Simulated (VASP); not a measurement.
# Si (Fd-3m) in VASP: notebook

One crystal, Si, is run at these levels: PBEsol; tasks: single point, relaxation of cell and atoms.

Everything below comes from runs of VASP 6.6.1. Logs are shortened: lines on timing, memory, paths and dates and some standing lists are left out, and cuts for length are marked.

## 1. The crystal as given

Symmetry: Fd-3m, No. 227, cubic system. The conventional cell has a = 5.434 Å, b = 5.434 Å, c = 5.434 Å, α = 90.00°, β = 90.00°, γ = 90.00°. Si (site symmetry -43m) is surrounded by 4 Si at 2.35 Å.

## 2. Single point, PBEsol

INCAR reads:

```
PREC = Accurate
ENCUT = 520
EDIFF = 1E-7
ISMEAR = 0
SIGMA = 0.02
LREAL = False
LASPH = True
NELM = 100
ALGO = Fast
ISIF = 2
LWAVE = False
LCHARG = True
GGA = PS
LELF = True
LVHAR = True
NBANDS = 11
```

KPOINTS reads:

```
Automatic mesh
0
Gamma
  8 8 8
```

POSCAR reads:

```
Si
1.0
    0.0000000000      2.7169171376      2.7169171376
    2.7169171376      0.0000000000      2.7169171376
    2.7169171376      2.7169171376      0.0000000000
Si
2
Direct
    0.7500000000      0.7500000000      0.7500000000
    0.5000000000      0.5000000000      0.5000000000
```

Potentials or basis: VASP PAW PBE potentials, release 64 (Si).

Launch:

```
$ cat potpaw_PBE.64/Si/POTCAR > POTCAR
$ mpirun -np 1 vasp_std > vasp.out
```

OUTCAR:

```text
PREC = Accurate
   ENCUT = 520
   EDIFF = 1E-7
   ISMEAR = 0
   LREAL = False
   LASPH = True
   NELM = 100
   ISIF = 2
   GGA = PS

 ion  position               nearest neighbor table
   1  0.750  0.750  0.750-   2 2.35   2 2.35   2 2.35   2 2.35
   2  0.500  0.500  0.500-   1 2.35   1 2.35   1 2.35   1 2.35

  LATTYP: Found a face centered cubic cell.
 ALAT       =     5.4338342752

  Lattice vectors:

 A1 = (   0.0000000000,   2.7169171376,   2.7169171376)
 A2 = (   2.7169171376,   0.0000000000,   2.7169171376)
 A3 = (   2.7169171376,   2.7169171376,   0.0000000000)

Analysis of symmetry for initial positions (statically):
=====================================================================
 Subroutine PRICEL returns:
 Original cell was already a primitive cell.

 Routine SETGRP: Setting up the symmetry group for a
 face centered cubic supercell.

 Subroutine GETGRP returns: Found 48 space group operations
 (whereof 24 operations were pure point group operations)
 out of a pool of 48 trial point group operations.

The static configuration has the point symmetry T_d .
 The point group associated with its full space group is O_h .

Analysis of symmetry for dynamics (positions and initial velocities):
=====================================================================
 Subroutine PRICEL returns:
 Original cell was already a primitive cell.

 Routine SETGRP: Setting up the symmetry group for a
 face centered cubic supercell.

 Subroutine GETGRP returns: Found 48 space group operations
 (whereof 24 operations were pure point group operations)
 out of a pool of 48 trial point group operations.

The dynamic configuration has the point symmetry T_d .
 The point group associated with its full space group is O_h .

 Subroutine INISYM returns: Found 48 space group operations
 (whereof 24 operations are pure point group operations),
 and found     1 'primitive' translations

----------------------------------------------------------------------------------------

                                     Primitive cell

  volume of cell :      40.1106

  direct lattice vectors                    reciprocal lattice vectors
     0.000000000  2.716917138  2.716917138    -0.184032112  0.184032112  0.184032112
     2.716917138  0.000000000  2.716917138     0.184032112 -0.184032112  0.184032112
     2.716917138  2.716917138  0.000000000     0.184032112  0.184032112 -0.184032112

  length of vectors
     3.842301064  3.842301064  3.842301064     0.318752969  0.318752969  0.318752969

  position of ions in fractional coordinates (direct lattice)
     0.750000000  0.750000000  0.750000000
     0.500000000  0.500000000  0.500000000

  ion indices of the primitive-cell ions
   primitive index   ion index
                 1           1
                 2           2

----------------------------------------------------------------------------------------

 KPOINTS: Automatic mesh

Automatic generation of k-mesh.
 Grid dimensions read from file:
 generate k-points for:    8    8    8

 Generating k-lattice:

  Cartesian coordinates                     Fractional coordinates (reciprocal lattice)
    -0.023004014  0.023004014  0.023004014     0.125000000  0.000000000  0.000000000
     0.023004014 -0.023004014  0.023004014     0.000000000  0.125000000  0.000000000
     0.023004014  0.023004014 -0.023004014     0.000000000  0.000000000  0.125000000

  Length of vectors
     0.039844121  0.039844121  0.039844121

  Shift w.r.t. Gamma in fractional coordinates (k-lattice)
     0.000000000  0.000000000  0.000000000

 Subroutine IBZKPT returns following result:
 ===========================================

 Found     29 irreducible k-points:

 Following reciprocal coordinates:
            Coordinates               Weight
  0.000000  0.000000  0.000000      1.000000
  0.125000  0.000000  0.000000      8.000000
  0.250000  0.000000  0.000000      8.000000
  0.375000  0.000000  0.000000      8.000000
  0.500000  0.000000  0.000000      4.000000
  0.125000  0.125000  0.000000      6.000000
[... 16 lines left out ...]
  0.500000  0.250000  0.125000     48.000000
 -0.375000  0.250000  0.125000     24.000000
 [... further k-points ...]
   k-points           NKPTS =     29   k-points in BZ     NKDIM =     29   number of bands    NBANDS=     11
   number of dos      NEDOS =    301   number of ions     NIONS =      2
   total plane-waves  NPLWV =  27000
   dimension x,y,z NGX =    30 NGY =   30 NGZ =   30
   dimension x,y,z NGXF=    60 NGYF=   60 NGZF=   60
   ions per type =               2
   NGX,Y,Z   is equivalent  to a cutoff of  12.98, 12.98, 12.98 a.u.
   NGXF,Y,Z  is equivalent  to a cutoff of  25.96, 25.96, 25.96 a.u.
 SYSTEM =  unknown system
   PREC   = accura    normal or accurate (medium, high low for compatibility)
   ISTART =      0    job   : 0-new  1-cont  2-samecut
   ICHARG =      2    charge: 1-file 2-atom 10-const
   ISPIN  =      1    spin polarized calculation?
   LNONCOLLINEAR =      F non collinear calculations
   LSORBIT =      F    spin-orbit coupling
   LASPH  =      T    aspherical Exc in radial PAW
   ENCUT  =  520.0 eV  38.22 Ry    6.18 a.u.   7.14  7.14  7.14*2*pi/ulx,y,z
   NELM   =    100;   NELMIN=  2; NELMDL= -5     # of ELM steps
   EDIFF  = 0.1E-06   stopping-criterion for ELM
   LREAL  =      F    real-space projection
   EDIFFG = 0.1E-05   stopping-criterion for IOM
   NSW    =      0    number of steps for IOM
   IBRION =     -1    ionic relax: 0-MD 1-quasi-New 2-CG
   NFREE  =      0    steps in history (QN), initial steepest desc. (CG)
   ISIF   =      2    stress and relaxation
   ISYM   =      2    0-nonsym 1-usesym 2-fastsym
   POTIM  = 0.5000    time-step for ionic-motion
   TEBEG  =    0.0;   TEEND  =   0.0 temperature during run
   PSTRESS=    0.0 pullay stress
   NELECT =       8.0000    total number of electrons
   NUPDOWN=      -1.0000    fix difference up-down
   EMIN   =  10.00;   EMAX   =-10.00  energy-range for DOS
   EFERMI =   0.00;   METHOD = LEGACY
   ISMEAR =     0;   SIGMA  =   0.02  broadening in eV -4-tet -1-fermi 0-gaus
   EFERMI_NEDOS =   21; number of points for ismear=-14 and -15
   IALGO  =     68    algorithm
   IMIX   =      4    mixing-type and parameters
     AMIX     =   0.40;   BMIX     =  1.00
     AMIX_MAG =   1.60;   BMIX_MAG =  1.00
  volume/ion in A,a.u.               =      20.06       135.34
  Fermi-wavevector in a.u.,A,eV,Ry     =   0.956500  1.807523 12.447872  0.914893
  Thomas-Fermi vector in A             =   2.085434
   LORBIT       =      0    0 simple, 1 ext, 2 COOP (PROOUT), +10 PAW based schemes
   GGA     = PS    functional components
   LHFCALC =     F    Hartree Fock is set to
   AEXX    =    0.0000 exact exchange contribution
   IVDW    =     0    specifies the selected vdW correction
   LEPSILON=     F    determine dielectric tensor
   LRPA    =     F    only Hartree local field effects (RPA)
 non-spin polarized calculation
 RMM-DIIS sequential band-by-band and
 Gauss-broadening in eV      SIGMA  =   0.02
  energy-cutoff  :      520.00
  volume of cell :       40.11
 maximum number of plane-waves:      1106
 NGX is ok and might be reduce to    30
   NGX = 15   NGY = 15   NGZ = 15

 number of electron       8.0000001 magnetization

 Free energy of the ion-electron system (eV)
  ---------------------------------------------------
  ext. energy  EPLUGINS =         0.00000000
  ---------------------------------------------------
  free energy    TOTEN  =       -11.48911739 eV

  energy without entropy =      -11.48911739  energy(sigma->0) =      -11.48911739

 E-fermi :   5.8790     XC(G=0):  -9.5463

 val. band max:        5.7739738548   @ k =   0.0000   0.0000   0.0000
 cond. band min:       6.2794969461   @ k =   0.3750   0.3750   0.0000
 fundamental gap:      0.5055230913
 Fermi energy:         5.8790034638

 k-point     1 :       0.0000    0.0000    0.0000
  band No.  band energies     occupation
      1      -6.2048      2.00000
      2       5.7740      2.00000
      3       5.7740      2.00000
      4       5.7740      2.00000
      5       8.2899      0.00000
      6       8.2899      0.00000
      7       8.2899      0.00000
      8       9.0784      0.00000
      9      13.4607      0.00000
     10      13.4607      0.00000
     11      13.4769      0.00000

 k-point     2 :       0.1250    0.0000    0.0000
  band No.  band energies     occupation
      1      -6.0002      2.00000
      2       4.1616      2.00000
      3       5.4819      2.00000
      4       5.4819      2.00000
      5       8.2144      0.00000
      6       8.7173      0.00000
      7       8.7173      0.00000
      8      10.4279      0.00000
      9      12.9565      0.00000
     10      12.9565      0.00000
     11      14.2833      0.00000

 k-point     3 :       0.2500    0.0000    0.0000
  band No.  band energies     occupation
      1      -5.4028      2.00000
      2       1.8247      2.00000
      3       5.0096      2.00000
      4       5.0096      2.00000
      5       7.7289      0.00000
      6       9.2302      0.00000
      7       9.2302      0.00000
      8      12.6079      0.00000
      9      12.9035      0.00000
     10      12.9035      0.00000
     11      14.5517      0.00000

 k-point     4 :       0.3750    0.0000    0.0000
  band No.  band energies     occupation
      1      -4.5044      2.00000
      2      -0.2028      2.00000
      3       4.6832      2.00000
      4       4.6832      2.00000
      5       7.3617      0.00000
      6       9.1626      0.00000
      7       9.1626      0.00000
      8      13.4570      0.00000
      9      14.2959      0.00000
     10      14.2959      0.00000
     11      15.3282      0.00000

 k-point     5 :       0.5000    0.0000    0.0000
  band No.  band energies     occupation
      1      -3.8593      2.00000
      2      -1.2333      2.00000
      3       4.5718      2.00000
      4       4.5718      2.00000
      5       7.2331      0.00000
      6       9.0470      0.00000
      7       9.0470      0.00000
      8      13.2847      0.00000
      9      16.2792      0.00000
     10      16.2792      0.00000
     11      16.9840      0.00000
[... 211 lines left out ...]
 k-point    21 :       0.5000    0.5000    0.0000
  band No.  band energies     occupation
      1      -2.0501      2.00000
      2      -2.0501      2.00000
      3       2.9038      2.00000
      4       2.9038      2.00000
      5       6.3658      0.00000
      6       6.3658      0.00000
      7      15.8232      0.00000
      8      15.8232      0.00000
      9      16.7015      0.00000
     10      16.7015      0.00000
     11      18.2612      0.00000

 k-point    22 :       0.3750    0.2500    0.1250
  band No.  band energies     occupation
      1      -4.8717      2.00000
      2       1.4767      2.00000
      3       3.0265      2.00000
      4       4.3339      2.00000
      5       8.1462      0.00000
      6       9.6090      0.00000
      7       9.8777      0.00000
      8      11.2271      0.00000
      9      13.4977      0.00000
     10      15.9758      0.00000
     11      16.6899      0.00000

 k-point    23 :       0.5000    0.2500    0.1250
  band No.  band energies     occupation
      1      -3.9791      2.00000
      2      -0.0827      2.00000
      3       2.4166      2.00000
      4       3.8255      2.00000
      5       8.5698      0.00000
      6       9.2521      0.00000
      7      10.7096      0.00000
      8      11.6538      0.00000
      9      14.7258      0.00000
     10      15.4066      0.00000
     11      17.6235      0.00000

 k-point    24 :      -0.3750    0.2500    0.1250
  band No.  band energies     occupation
      1      -3.3201      2.00000
      2      -1.0367      2.00000
      3       2.2892      2.00000
      4       3.5930      2.00000
      5       8.7708      0.00000
      6       8.8113      0.00000
      7      11.6293      0.00000
      8      12.8063      0.00000
      9      13.0925      0.00000
     10      16.2533      0.00000
     11      17.3897      0.00000

 [... further k-points ...]
[... 5 lines left out ...]
  --------------------------------------------------------------------------------------
  -------------------------------------------------------------------------------------
  Total        0.0278775      0.0278775      0.0278775      0.0000000      0.0000000      0.0000000
  in kB        1.1135384      1.1135384      1.1135384      0.0000000      0.0000000      0.0000000
  external PRESSURE =       1.1135384 kB  Pullay stress =       0.0000000 kB

 VOLUME and BASIS-vectors are now :
 -----------------------------------------------------------------------------
  energy-cutoff  :      520.00
  volume of cell :       40.11
      direct lattice vectors                 reciprocal lattice vectors
     0.000000000  2.716917138  2.716917138    -0.184032112  0.184032112  0.184032112
     2.716917138  0.000000000  2.716917138     0.184032112 -0.184032112  0.184032112
     2.716917138  2.716917138  0.000000000     0.184032112  0.184032112 -0.184032112

 POSITION                                       TOTAL-FORCE (eV/Angst)
 -----------------------------------------------------------------------------------
      4.07538      4.07538      4.07538        -0.000000      0.000000     -0.000000
      2.71692      2.71692      2.71692         0.000000     -0.000000      0.000000
 -----------------------------------------------------------------------------------
    total drift:                                0.000000     -0.000000     -0.000000

  FREE ENERGIE OF THE ION-ELECTRON SYSTEM (eV)
  ---------------------------------------------------
  free  energy   TOTEN  =       -11.4891173881 eV

  energy  without entropy=      -11.4891173881  energy(sigma->0) =      -11.48911739
```

It took 9.8 s on 1 thread of AMD EPYC 9R45 (Zen 5), shared host; peak memory 0.12 GiB.

What came out:

```yaml
Free_energy: -11.4891 eV
Pressure: 0.1 GPa
Band_gap_on_the_k_mesh: 0.51 eV, indirect (least direct gap 2.52 eV)
```

Caveat: the PAW data sets were made with another functional, which shifts forces and pressure a little. A k mesh can miss the band edges.

## 3. Relaxation of cell and atoms, PBEsol

This run uses another cell than the first one, of 20.16 Å³/atom, 1.005 times its volume.

INCAR reads:

```
SYSTEM = Si
PREC     = Accurate       ! precision mode
ENCUT    = 600            ! plane-wave cutoff, eV
EDIFF    = 1E-6           ! SCF threshold, eV
ISMEAR   = 0              ! smearing method
SIGMA    = 0.02           ! smearing width, eV
LREAL    = .FALSE.        ! projectors in reciprocal space
LASPH    = .TRUE.         ! aspherical terms in the spheres
NELM     = 100            ! most SCF steps
ALGO     = Normal         ! electronic algorithm
ISIF     = 3              ! what is computed and relaxed
LWAVE    = .FALSE.        ! write WAVECAR
LCHARG   = .FALSE.        ! write CHGCAR
GGA      = PS             ! functional
IBRION   = 2              ! ionic algorithm
NSW      = 100            ! ionic steps
EDIFFG   = -0.005         ! ionic threshold
```

KPOINTS reads:

```
regular mesh
0
G
  8 8 8
  0 0 0
```

POSCAR reads:

```
Si
1.0
    0.0000000000      2.7218511900      2.7218511900
    2.7218511900      0.0000000000      2.7218511900
    2.7218511900      2.7218511900      0.0000000000
Si
2
Direct
    0.7500000000      0.7500000000      0.7500000000
    0.5000000000      0.5000000000      0.5000000000
```

Potentials or basis: VASP PAW PBE potentials, release 64 (Si).

Launch:

```
$ cat potpaw_PBE.64/Si/POTCAR > POTCAR
$ mpirun -np 1 vasp_std > vasp.out
```

It took 10 s on 1 thread of AMD EPYC 9R45 (Zen 5), shared host; peak memory 0.14 GiB.

It converged, with:

```yaml
Free_energy: -11.4891 eV
Relaxed_volume: 20.08 Å³/atom
Relaxed_cell: a = 3.844 Å, b = 3.844 Å, c = 3.844 Å, α = 60.00°, β = 60.00°, γ = 60.00°
Space_group_after_relaxing_to_0.05_Å: Fd-3m (No. 227)
Energy_gained_by_relaxing: 0.1 meV/atom
Ionic_steps: 3
Pressure_after_relaxing: 0.0 GPa
Band_gap_on_the_k_mesh: 0.51 eV, indirect (least direct gap 2.52 eV)
```

The path:
```
step  energy change (eV)  largest force (eV/Å)  pressure (GPa)  volume (Å³)
   1              0.0000                0.0000           -0.39        40.33
   2             -0.0001                0.0000            0.27        40.04
   3             -0.0002                0.0000            0.01        40.16
```

Final structure:
```cif
data_structure
_symmetry_space_group_name_H-M 'P 1'
_symmetry_Int_Tables_number 1
_cell_length_a 3.8437
_cell_length_b 3.8437
_cell_length_c 3.8437
_cell_angle_alpha 60.000
_cell_angle_beta 60.000
_cell_angle_gamma 60.000
_cell_volume 40.16
loop_
_atom_site_label
_atom_site_type_symbol
_atom_site_fract_x
_atom_site_fract_y
_atom_site_fract_z
_atom_site_occupancy
Si1 Si 0.75000 0.75000 0.75000 1
Si2 Si 0.50000 0.50000 0.50000 1
```

Levels at points of the mesh, in eV from the valence-band top:
```csv
k point,band 1,band 2,band 3,band 4,band 5,band 6,band 7,band 8
"(0.00, 0.00, 0.00)",-11.97,0.00,0.00,0.00,2.52,2.52,2.52,3.29
"(0.50, 0.00, 0.00)",-9.63,-7.00,-1.20,-1.20,1.46,3.27,3.27,7.51
"(0.50, 0.50, 0.00)",-7.82,-7.82,-2.87,-2.87,0.59,0.59,10.04,10.04
```

Caveat: the PAW data sets were made with another functional, which shifts forces and pressure a little. A k mesh can miss the band edges.
